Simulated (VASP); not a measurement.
MgF2 (rutile) relaxed at rising pressure, in one space group throughout; other phases were not tried. The pressures are those reached. All values below come from PBE GGA, VASP's PBE PAW potentials (set 64) (plane waves; VASP).

```json
[
 {"P (GPa)": "-0.02", "V (Å³/atom)": "11.245", "k-mesh": "5×5×7"},
 {"P (GPa)": "5.01", "V (Å³/atom)": "10.722", "k-mesh": "5×5×7"},
 {"P (GPa)": "10.09", "V (Å³/atom)": "10.302", "k-mesh": "5×5×7"},
 {"P (GPa)": "19.90", "V (Å³/atom)": "9.677", "k-mesh": "5×5×8"},
 {"P (GPa)": "30.17", "V (Å³/atom)": "9.182", "k-mesh": "5×5×8"}
]
```

A change of mesh leaves a small step in the series.

Q: Fit an equation of state and predict the volume at 45.14 GPa.

A: Least squares on the third-order Birch-Murnaghan form, P = (3B0/2)(y⁷ − y⁵)[1 + (3/4)(B′ − 4)(y² − 1)] with y = (V0/V)^(1/3), gives V0 = 11.242 Å³/atom, B0 = 95 GPa and B′ = 4.4, and so 8.633 Å³/atom. The run gave 8.634 Å³/atom, +0.0 % from the fit.

Pressures at which the relaxation failed are left out.

The compound is MgF2 in the rutile structure.
